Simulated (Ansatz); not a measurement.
**SnO: strain energy, fitted**

SnO, P4/nmm, a = 3.868 Å, c = 5.066 Å. Ansatz: PBE, PAW, 420 eV, Γ-centred 10×10×8 mesh on 4 atoms, Gaussian smearing 0.01 eV; no spin polarisation. Series: biaxial strain in the a-b plane, c and atoms relaxed; x is the strain in per cent. y is the free energy over the unstrained cell, V0 = 18.952 Å³/atom.

```
x (%) y (meV/atom)
 -6.0             ?
 -4.0         31.47
 -2.0          7.50
  0.0          0.00
  2.0          6.89
  4.0         26.00
  6.0         55.32
```

Task: Fit y = c2 x² + c3 x³ to the other rows, turn c2 into a modulus, and predict the missing energy.

Result: Least squares on the rows shown. y = 1.7952 x² − 0.043023 x³. In eV per unit strain² c2 is 17.95; M is the biaxial modulus (E = M V0 ε²): 17.95 × 160.2 / (18.952) = 152 GPa. At x = -6.0 the fit asked for gives 73.92 meV/atom. The run gave 73.99 meV/atom, so the fit is 0.07 meV/atom too low, a small miss on the scale of the series.